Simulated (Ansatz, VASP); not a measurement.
## MgO: VASP beside Ansatz

File POSCAR:

```
MgO
1.0
    0.0000000000      2.1021674167      2.1021674167
    2.1021674167      0.0000000000      2.1021674167
    2.1021674167      2.1021674167      0.0000000000
Mg O
1 1
Direct
    0.0000000000      0.0000000000      0.0000000000
    0.5000000000      0.5000000000      0.5000000000
```

File INCAR.step1:

```
SYSTEM = MgO
  ALGO = Normal
  EDIFF = 1E-4
  ENCUT = 520
  GGA = PE
  ISMEAR = 0
  LASPH = .True.
  LCHARG = .False.
  LREAL = .False.
  LWAVE = .True.
  NBANDS = 11
  NELM = 80
  PREC = Accurate
  SIGMA = 0.01
```

Contents of INCAR.step2:

```
SYSTEM = MgO
  ALGO = Normal
  EDIFF = 1E-6
  ENCUT = 520
  ISIF = 2
  ISMEAR = 0
  ISTART = 1
  LASPH = .True.
  LCHARG = .True.
  LELF = .True.
  LMIXTAU = .True.
  LREAL = .False.
  LVHAR = .True.
  LWAVE = .False.
  METAGGA = R2SCAN
  NBANDS = 11
  NELM = 80
  PREC = Accurate
  SIGMA = 0.01
```

File KPOINTS:

```
k-points
0
Gamma
  10 10 10
  0 0 0
```

Input for Ansatz:

```yaml
crystal:
  lattice:
    - [0.0, 2.1021674167, 2.1021674167]
    - [2.1021674167, 0.0, 2.1021674167]
    - [2.1021674167, 2.1021674167, 0.0]
  atoms:
    - { symbol: Mg, position: [0.0, 0.0, 0.0] }
    - { symbol: O, position: [0.5, 0.5, 0.5] }
kpoints:
  mp_grid: { grid: [10, 10, 10] }
  band_path:
    path:
      - [0.0, 0.0, 0.0]
      - [0.5, 0.0, 0.5]
      - [0.625, 0.25, 0.625]
      - [0.375, 0.375, 0.75]
      - [0.5, 0.5, 0.5]
      - [0.5, 0.25, 0.75]
    npoints: 1
hamiltonian:
  xc: r2scan
scf:
  occupations: { method: fixed }
  n_extra_bands: 4
output:
  forces: true
  stress: true
  eigenvalues: true
  write_density: true
  write_potential: true
  elf: true
  volumetric_format: npy
```

The cell was built by a generator and needn't be a form met in nature.

Alike in both runs: task single point; functional r2SCAN; k mesh 10 × 10 × 10; no spin polarisation.

```csv
,VASP,Ansatz
version,VASP 6.6.1,Ansatz 0.2.0
potentials or method,"VASP PAW PBE potentials, release 64 (Mg, O)","plane waves, PAW"
plane-wave cutoff (eV),520,500
occupations,"gaussian, width 0.01 eV",fixed
valence electrons in the cell,8,16
```

```tsv
	VASP	Ansatz	Ansatz less VASP
gap on the k mesh at the Fermi level (eV)	5.66	5.68	+0.025
pressure (GPa)	-1.1	0.0	+1.15
```

The two sets of potentials don't hold the same shells in valence.

Caveats: the PAW data sets were made with another functional, which shifts forces and pressure a little (VASP). r2SCAN opens gaps a little over a GGA but as a rule still falls short of measured ones.
